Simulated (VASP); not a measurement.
# GaSb (F-43m) in VASP: a series of runs, part 3 of 3

VASP 6.6.1. Earlier steps stand in the parts before.

**6. Relaxation of cell and atoms, LDA**

File INCAR:

```
SYSTEM = GaSb
ALGO = Normal
EDIFF = 1E-6
EDIFFG = -0.01
ENCUT = 600
IBRION = 2
ISIF = 3
ISMEAR = 0
LASPH = .True.
LCHARG = .False.
LREAL = .False.
LWAVE = .False.
NELM = 80
NSW = 90
PREC = Accurate
SIGMA = 0.03
```

File KPOINTS:

```
k-points
0
Gamma
  10 10 10
  0 0 0
```

File POSCAR:

```
GaSb
1.0
    0.0000000000      3.0590000000      3.0590000000
    3.0590000000      0.0000000000      3.0590000000
    3.0590000000      3.0590000000      0.0000000000
Ga Sb
1 1
Direct
    0.0000000000      0.0000000000      0.0000000000
    0.2500000000      0.2500000000      0.2500000000
```

Potentials or basis: VASP PAW LDA potentials, release 64 (Ga_d, Sb).

On the command line:

```
$ cat potpaw_LDA.64/Ga_d/POTCAR potpaw_LDA.64/Sb/POTCAR > POTCAR
$ mpirun -np 1 vasp_std > vasp.out
```

OUTCAR:

```text
SYSTEM = GaSb
   EDIFF = 1E-6
   EDIFFG = -0.01
   ENCUT = 600
   IBRION = 2
   ISIF = 3
   ISMEAR = 0
   LASPH = .True.
   LREAL = .False.
   NELM = 80
   NSW = 90
   PREC = Accurate

 ion  position               nearest neighbor table
   1  0.000  0.000  0.000-   2 2.65   2 2.65   2 2.65   2 2.65
   2  0.250  0.250  0.250-   1 2.65   1 2.65   1 2.65   1 2.65

  LATTYP: Found a face centered cubic cell.
 ALAT       =     6.1180000000

  Lattice vectors:

 A1 = (   0.0000000000,   3.0590000000,   3.0590000000)
 A2 = (   3.0590000000,   0.0000000000,   3.0590000000)
 A3 = (   3.0590000000,   3.0590000000,   0.0000000000)

Analysis of symmetry for initial positions (statically):
=====================================================================
 Subroutine PRICEL returns:
 Original cell was already a primitive cell.

 Routine SETGRP: Setting up the symmetry group for a
 face centered cubic supercell.

 Subroutine GETGRP returns: Found 24 space group operations
 (whereof 24 operations were pure point group operations)
 out of a pool of 48 trial point group operations.

The static configuration has the point symmetry T_d .

Analysis of symmetry for dynamics (positions and initial velocities):
=====================================================================
 Subroutine PRICEL returns:
 Original cell was already a primitive cell.

 Routine SETGRP: Setting up the symmetry group for a
 face centered cubic supercell.

 Subroutine GETGRP returns: Found 24 space group operations
 (whereof 24 operations were pure point group operations)
 out of a pool of 48 trial point group operations.

The dynamic configuration has the point symmetry T_d .

 Subroutine INISYM returns: Found 24 space group operations
 (whereof 24 operations are pure point group operations),
 and found     1 'primitive' translations

----------------------------------------------------------------------------------------

                                     Primitive cell

  volume of cell :      57.2491

  direct lattice vectors                    reciprocal lattice vectors
     0.000000000  3.059000000  3.059000000    -0.163452109  0.163452109  0.163452109
     3.059000000  0.000000000  3.059000000     0.163452109 -0.163452109  0.163452109
     3.059000000  3.059000000  0.000000000     0.163452109  0.163452109 -0.163452109

  length of vectors
     4.326079287  4.326079287  4.326079287     0.283107357  0.283107357  0.283107357

  position of ions in fractional coordinates (direct lattice)
     0.000000000  0.000000000  0.000000000
     0.250000000  0.250000000  0.250000000

  ion indices of the primitive-cell ions
   primitive index   ion index
                 1           1
                 2           2

----------------------------------------------------------------------------------------

 KPOINTS: k-points

Automatic generation of k-mesh.
 Grid dimensions read from file:
 generate k-points for:   10   10   10

 Generating k-lattice:

  Cartesian coordinates                     Fractional coordinates (reciprocal lattice)
    -0.016345211  0.016345211  0.016345211     0.100000000  0.000000000  0.000000000
     0.016345211 -0.016345211  0.016345211     0.000000000  0.100000000  0.000000000
     0.016345211  0.016345211 -0.016345211     0.000000000  0.000000000  0.100000000
[... 53 lines left out ...]
   LSORBIT =      F    spin-orbit coupling
   LASPH  =      T    aspherical Exc in radial PAW
   ENCUT  =  600.0 eV  44.10 Ry    6.64 a.u.   8.64  8.64  8.64*2*pi/ulx,y,z
   NELM   =     80;   NELMIN=  2; NELMDL= -5     # of ELM steps
   EDIFF  = 0.1E-05   stopping-criterion for ELM
   LREAL  =      F    real-space projection
   EDIFFG = -.1E-01   stopping-criterion for IOM
   NSW    =     90    number of steps for IOM
   IBRION =      2    ionic relax: 0-MD 1-quasi-New 2-CG
   NFREE  =      1    steps in history (QN), initial steepest desc. (CG)
   ISIF   =      3    stress and relaxation
   ISYM   =      2    0-nonsym 1-usesym 2-fastsym
   POTIM  = 0.5000    time-step for ionic-motion
   TEBEG  =    0.0;   TEEND  =   0.0 temperature during run
   PSTRESS=    0.0 pullay stress
   NELECT =      18.0000    total number of electrons
   NUPDOWN=      -1.0000    fix difference up-down
   EMIN   =  10.00;   EMAX   =-10.00  energy-range for DOS
   EFERMI =   0.00;   METHOD = LEGACY
   ISMEAR =     0;   SIGMA  =   0.03  broadening in eV -4-tet -1-fermi 0-gaus
   EFERMI_NEDOS =   21; number of points for ismear=-14 and -15
   IALGO  =     38    algorithm
   IMIX   =      4    mixing-type and parameters
     AMIX     =   0.40;   BMIX     =  1.00
     AMIX_MAG =   1.60;   BMIX_MAG =  1.00
  volume/ion in A,a.u.               =      28.62       193.17
  Fermi-wavevector in a.u.,A,eV,Ry     =   1.113208  2.103657 16.860766  1.239231
  Thomas-Fermi vector in A             =   2.249790
   LORBIT       =      0    0 simple, 1 ext, 2 COOP (PROOUT), +10 PAW based schemes
   GGA     = CA    functional components
   LHFCALC =     F    Hartree Fock is set to
   AEXX    =    0.0000 exact exchange contribution
   IVDW    =     0    specifies the selected vdW correction
   LEPSILON=     F    determine dielectric tensor
   LRPA    =     F    only Hartree local field effects (RPA)
 conjugate gradient relaxation of ions
 non-spin polarized calculation
 Gauss-broadening in eV      SIGMA  =   0.03
  energy-cutoff  :      600.00
  volume of cell :       57.25
 maximum number of plane-waves:      1925
   NGX = 17   NGY = 17   NGZ = 17

--------------------------------------- Ionic step        1  -------------------------------------------

 number of electron      18.0000006 magnetization

 Free energy of the ion-electron system (eV)
  ---------------------------------------------------
  ext. energy  EPLUGINS =         0.00000000
  ---------------------------------------------------
  free energy    TOTEN  =        -8.66360254 eV

  energy without entropy =       -8.66355626  energy(sigma->0) =       -8.66357940

------------------------ aborting loop because EDIFF is reached ----------------------------------------

  FORCE on cell =-STRESS in cart. coord.  units (eV):
  Direction    XX          YY          ZZ          XY          YZ          ZX
  --------------------------------------------------------------------------------------
  -------------------------------------------------------------------------------------
  Total       -0.5684177     -0.5684177     -0.5684177     -0.0000000     -0.0000000      0.0000000
  in kB      -15.9077850    -15.9077850    -15.9077850     -0.0000000     -0.0000000      0.0000000
  external PRESSURE =     -15.9077850 kB  Pullay stress =       0.0000000 kB
[... 59 lines left out ...]
--------------------------------------- Ionic step        3  -------------------------------------------

 number of electron      18.0000005 magnetization

 Free energy of the ion-electron system (eV)
  ---------------------------------------------------
  ext. energy  EPLUGINS =         0.00000000
  ---------------------------------------------------
  free energy    TOTEN  =        -8.67242297 eV

  energy without entropy =       -8.67241861  energy(sigma->0) =       -8.67242079

 E-fermi :   5.0547     XC(G=0):  -9.5303

 val. band max:        5.0020563612   @ k =   0.0000   0.0000   0.0000
 cond. band min:       5.0983881608   @ k =   0.0000   0.0000   0.0000
 fundamental gap:      0.0963317997
 Fermi energy:         5.0546778047

 k-point     1 :       0.0000    0.0000    0.0000
  band No.  band energies     occupation
      1     -10.2073      2.00000
      2     -10.2073      2.00000
      3     -10.2073      2.00000
      4     -10.1531      2.00000
      5     -10.1531      2.00000
      6      -6.7331      2.00000
      7       5.0021      1.98688
      8       5.0021      1.98688
      9       5.0021      1.98688
     10       5.0984      0.03935
     11       7.7428      0.00000
     12       7.7428      0.00000
     13       7.7428      0.00000
[... 354 lines left out ...]
  band No.  band energies     occupation
      1     -10.2470      2.00000
      2     -10.1868      2.00000
      3     -10.1862      2.00000
      4     -10.1626      2.00000
      5     -10.1501      2.00000
      6      -5.0592      2.00000
      7      -0.7051      2.00000
      8       2.3901      2.00000
      9       2.7229      2.00000
     10       6.1412      0.00000
     11       7.2110      0.00000
     12      11.2255      0.00000
     13      11.7454      0.00000

 [... further k-points ...]

------------------------ aborting loop because EDIFF is reached ----------------------------------------

  FORCE on cell =-STRESS in cart. coord.  units (eV):
  Direction    XX          YY          ZZ          XY          YZ          ZX
  --------------------------------------------------------------------------------------
  -------------------------------------------------------------------------------------
  Total       -0.0031663     -0.0031663     -0.0031663      0.0000000      0.0000000      0.0000000
  in kB       -0.0913933     -0.0913933     -0.0913933      0.0000000      0.0000000      0.0000000
  external PRESSURE =      -0.0913933 kB  Pullay stress =       0.0000000 kB
[... 17 lines left out ...]
  FREE ENERGIE OF THE ION-ELECTRON SYSTEM (eV)
  ---------------------------------------------------
  free  energy   TOTEN  =        -8.6724229747 eV

  energy  without entropy=       -8.6724186075  energy(sigma->0) =       -8.67242079

 reached required accuracy - stopping structural energy minimisation
```

OSZICAR:

```text
N       E                     dE             d eps       ncg     rms          rms(c)
DAV:   1     0.815066176628E+02    0.81507E+02   -0.94236E+03  1246   0.185E+03
DAV:   2    -0.263123769722E+01   -0.84138E+02   -0.82121E+02  1362   0.335E+02
DAV:   3    -0.866720959747E+01   -0.60360E+01   -0.59855E+01  1512   0.758E+01
[... 22 lines left out ...]
DAV:   3    -0.867281802996E+01    0.34276E-02   -0.42451E-03  1612   0.117E+00    0.753E-02
DAV:   4    -0.867245717412E+01    0.36086E-03   -0.42041E-04  1565   0.324E-01    0.257E-02
DAV:   5    -0.867242449669E+01    0.32677E-04   -0.24615E-05  1568   0.673E-02    0.778E-03
DAV:   6    -0.867242296994E+01    0.15267E-05   -0.47386E-06  1097   0.420E-02    0.300E-03
DAV:   7    -0.867242297467E+01   -0.47330E-08   -0.33878E-07   611   0.797E-03
   3 F= -.86724230E+01 E0= -.86724208E+01  d E =-.882044E-02
```

It took 43 s on 1 thread of Intel Xeon Platinum 8488C (Sapphire Rapids), shared host; peak memory 0.2 GiB.

What came out:

```yaml
Free_energy: -8.6724 eV
Relaxed_volume: 27.75 Å³/atom
Relaxed_cell: a = 4.282 Å, b = 4.282 Å, c = 4.282 Å, α = 60.00°, β = 60.00°, γ = 60.00°
Space_group_after_relaxing_to_0.05_Å: F-43m (No. 216)
Energy_gained_by_relaxing: 4.4 meV/atom
Ionic_steps: 3
Pressure_after_relaxing: 0.0 GPa
Band_gap_on_the_k_mesh: 0.10 eV, direct
```

Step by step:
| step | energy change (eV) | largest force (eV/Å) | pressure (GPa) | volume (Å³) |
| --- | --- | --- | --- | --- |
| 1 | 0.0000 | 0.0000 | -1.59 | 57.25 |
| 2 | -0.0078 | 0.0000 | 0.58 | 54.93 |
| 3 | -0.0088 | 0.0000 | -0.01 | 55.51 |

Final structure:
```
Ga Sb
1.0
     0.00000    3.02767    3.02767
     3.02767    0.00000    3.02767
     3.02767    3.02767    0.00000
Ga Sb
1 1
Direct
  0.00000 0.00000 0.00000
  0.25000 0.25000 0.25000
```

Levels at points of the mesh, in eV from the valence-band top:
| k point | band 7 | band 8 | band 9 | band 10 | band 11 | band 12 |
| --- | --- | --- | --- | --- | --- | --- |
| (0.00, 0.00, 0.00) | 0.00 | 0.00 | 0.00 | 0.10 | 2.74 | 2.74 |
| (0.50, 0.00, 0.00) | -6.56 | -1.20 | -1.20 | 0.36 | 3.71 | 3.71 |
| (0.50, 0.50, 0.00) | -6.99 | -2.69 | -2.69 | 0.80 | 1.11 | 8.78 |

Caveat: spin-orbit coupling is left out, which moves the levels of the heavy elements.

**7. Overview**

| task | level | potentials or basis | cell | k mesh | cutoff (eV) | gap on the mesh (eV) | pressure (GPa) | relaxed volume (Å³/atom) |
| --- | --- | --- | --- | --- | --- | --- | --- | --- |
| relaxation of the atoms | r2SCAN | VASP PAW PBE potentials, release 64 (Ga_d, Sb) | atoms relaxed from: a relaxed cell with its volume scaled by 1.04 | 10 × 10 × 10 | 600 | 0.10 | -1.9 | - |
| relaxation of the atoms | r2SCAN | VASP PAW PBE potentials, release 64 (Ga_d, Sb) | atoms relaxed from: a relaxed cell with its volume scaled by 1.06 | 10 × 10 × 10 | 600 | none | -2.7 | - |
| relaxation of cell and atoms | PBE | VASP PAW PBE potentials, release 64 (Ga, Sb) | relaxed | 5 × 5 × 5 | 300 | none | 0.0 | 30.28 |
| relaxation of cell and atoms | LDA | VASP PAW LDA potentials, release 64 (Ga_d, Sb) | relaxed | 10 × 10 × 10 | 600 | 0.10 | 0.0 | 27.75 |

Alike in all rows: no spin polarisation; smearing gaussian 0.03 eV.

Caveats: the relaxation stopped at its first step, so nothing moved (some runs); the PAW data sets were made with another functional, which shifts forces and pressure a little (some runs); spin-orbit coupling is left out, which moves the levels of the heavy elements (some runs); this crystal is a semiconductor, whose small gap the functional closes, so the metal is an error of the method (some runs).

Absolute energies hang on the potentials; compare differences alone.
